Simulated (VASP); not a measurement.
A run of VASP 6.6.1:

The input INCAR:

```
PREC = Accurate
ENCUT = 900
EDIFF = 1E-6
ISMEAR = -1
SIGMA = 0.05
LREAL = False
LASPH = True
NELM = 60
ALGO = Fast
ISIF = 3
LWAVE = False
LCHARG = False
GGA = PE
IBRION = 2
NSW = 60
EDIFFG = -0.01
```

The input KPOINTS:

```
Automatic mesh
0
Gamma
  8 8 8
```

POSCAR

```
GaAs
1.0
    0.0000000000      2.8268500000      2.8268500000
    2.8268500000      0.0000000000      2.8268500000
    2.8268500000      2.8268500000      0.0000000000
As Ga
1 1
Direct
    0.7500000000      0.7500000000      0.7500000000
    0.0000000000      0.0000000000      0.0000000000
```

Potentials or basis: VASP PAW PBE potentials, release 64 (As, Ga).

Launch:

```console
$ cat potpaw_PBE.64/As/POTCAR potpaw_PBE.64/Ga/POTCAR > POTCAR
$ mpirun -np 1 vasp_std > vasp.out
```

Hardware: 1 thread of AMD EPYC 7R13 Processor (Zen 3), with other jobs on the host.

**Question.** Estimate the wall time of this run.

**Answer.** Wall time 60 s on 1 thread of AMD EPYC 7R13 Processor (Zen 3) (shared host), peak memory 0.24 GiB. Counts: scf iterations 28, k points 29, ion steps 3.
